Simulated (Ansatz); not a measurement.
Structure search: one Hf candidate

These are results of DFT PBE, scalar-relativistic, plane waves, PAW in Ansatz, not measurements. Cutoff 420 eV, Gaussian smearing, Γ-centred meshes. Cell and atoms relax first on a coarse mesh and then on a finer one. In between, the cell is made exact in the group found at 0.06 Å. In metals the finer mesh still leaves noise of several meV/atom or more. The steps can't lower the symmetry of their start. No spin polarisation.

The guess for Hf is a distorted database cell: Hf type (Fm-3m) distorted into a subgroup (P-3m1, No. 164) (largest shift (Å) 0.43).

Space group P-3m1 (No. 164). a = 3.028 Å, b = 3.028 Å, c = 8.238 Å, α = 90.00°, β = 90.00°, γ = 120.00°
| atom | site | symmetry | x | y | z |
| --- | --- | --- | --- | --- | --- |
| Hf | 1a | -3m. | 0.0000 | 0.0000 | 0.0000 |
| Hf | 2d | 3m. | 0.6667 | 0.3333 | 0.7226 |

Energies count from the standard state of Hf at the same level.

**Question.** What does it relax into?

**Answer.** The symmetry goes from P-3m1 (No. 164) to Fm-3m (No. 225), and the primitive cell from 3 to 1 atom. The end has the fcc type. The volume per atom grows by 3.4 %, from 21.8 to 22.5 Å³. The shortest distance goes from 2.88 Å (Hf–Hf) to 3.17 Å (Hf–Hf). The energy falls by about 0.45 eV/atom (the start's value is from the coarse mesh). The end is written in a standard setting, so origin, axes and order of atoms can differ from the start's. Conventional cell: a = 4.485 Å. Hf is surrounded by 12 Hf at 3.17 Å.

```
Hf
1.0
     0.00000    2.24235    2.24235
     2.24235    0.00000    2.24235
     2.24235    2.24235    0.00000
Hf
1
Cartesian
  0.0000 0.0000 0.0000
```

**Question.** How does it come out in energy, and is it a metal?

**Answer.** The energy over the standard state is +0.07 eV/atom and the gap on the 24×24×24 mesh of the 1-atom cell is 0 eV (a metal).

So it is a metastable form at best.

The last run used Gaussian smearing of 0.10 eV. Spin–orbit coupling, which can matter for Hf, is left out. Symmetry constrained the relaxation, so the result can be a saddle point.
